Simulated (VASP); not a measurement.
Wanted: the native input for a VASP 6.6.1 run.

```
Task                   : band structure
Functional             : LMBJ
Potentials or basis    : VASP PAW PBE potentials, release 64 (Ta_pv, S)
Cutoff                 : 520 eV
k mesh                 : 9 × 9 × 5
Occupations            : fermi-dirac, width 0.05 eV
Spin                   : no spin polarisation
Further INCAR settings : ALGO = Normal; EDIFF = 1e-06
```

Crystal: TaS2.

```
CELL_PARAMETERS angstrom
3.35000 0.00000 0.00000
-1.67500 2.90119 0.00000
0.00000 0.00000 5.86000
ATOMIC_POSITIONS crystal
Ta 0.00000 0.00000 0.00000
S 0.66667 0.33333 0.75000
S 0.33333 0.66667 0.25000
```

The input as run:

POSCAR

```
TaS2
1.0
    3.3500000000      0.0000000000      0.0000000000
   -1.6750000000      2.9011851027      0.0000000000
    0.0000000000      0.0000000000      5.8600000000
Ta S
1 2
Direct
    0.0000000000      0.0000000000      0.0000000000
    0.6666666667      0.3333333333      0.7500000000
    0.3333333333      0.6666666667      0.2500000000
```

INCAR.step1

```
SYSTEM = TaS2
PREC = Accurate ; ENCUT = 520
EDIFF = 1E-5 ; ISMEAR = -1
SIGMA = 0.05 ; LREAL = .False.
LASPH = .True. ; NELM = 100
ALGO = Normal ; ISIF = 2
LWAVE = .True. ; LCHARG = .False.
LMAXMIX = 4 ; GGA = PE
```

INCAR.step2

```
SYSTEM = TaS2
PREC = Accurate ; ENCUT = 520
EDIFF = 1E-6 ; ISMEAR = -1
SIGMA = 0.05 ; LREAL = .False.
LASPH = .True. ; NELM = 100
ALGO = Normal ; ISIF = 2
LWAVE = .False. ; LCHARG = .False.
LMAXMIX = 4 ; METAGGA = LMBJ
ISTART = 1
```

KPOINTS

```
regular mesh
0
Gamma
  9 9 5
  0 0 0
```

KPOINTS_OPT

```
path GMKGALHA,LM,KH
10
line-mode
reciprocal
 0.0000000000  0.0000000000  0.0000000000  G
 0.5000000000  0.0000000000  0.0000000000  M

 0.5000000000  0.0000000000  0.0000000000  M
 0.3333333333  0.3333333333  0.0000000000  K

 0.3333333333  0.3333333333  0.0000000000  K
 0.0000000000  0.0000000000  0.0000000000  G

 0.0000000000  0.0000000000  0.0000000000  G
 0.0000000000  0.0000000000  0.5000000000  A

 0.0000000000  0.0000000000  0.5000000000  A
 0.5000000000  0.0000000000  0.5000000000  L

 0.5000000000  0.0000000000  0.5000000000  L
 0.3333333333  0.3333333333  0.5000000000  H

 0.3333333333  0.3333333333  0.5000000000  H
 0.0000000000  0.0000000000  0.5000000000  A

 0.5000000000  0.0000000000  0.5000000000  L
 0.5000000000  0.0000000000  0.0000000000  M

 0.3333333333  0.3333333333  0.0000000000  K
 0.3333333333  0.3333333333  0.5000000000  H
```

Potentials or basis: VASP PAW PBE potentials, release 64 (Ta_pv, S).

The run is started by

```bash
$ cat potpaw_PBE.64/Ta_pv/POTCAR potpaw_PBE.64/S/POTCAR > POTCAR
$ cp INCAR.step1 INCAR
$ mpirun -np 1 vasp_std > vasp.out
$ cp INCAR.step2 INCAR
$ mpirun -np 1 vasp_std > vasp.out
```

Results of the run:

```json
{
 "Band gap along the path": "none (metal or under the smearing width)"
}
```

Caveat: spin-orbit coupling is left out, which moves the levels of the heavy elements.

It took 5.3 min on 1 thread of Intel(R) Xeon(R) Platinum 8488C (Sapphire Rapids) (shared host), peak memory 0.27 GiB.
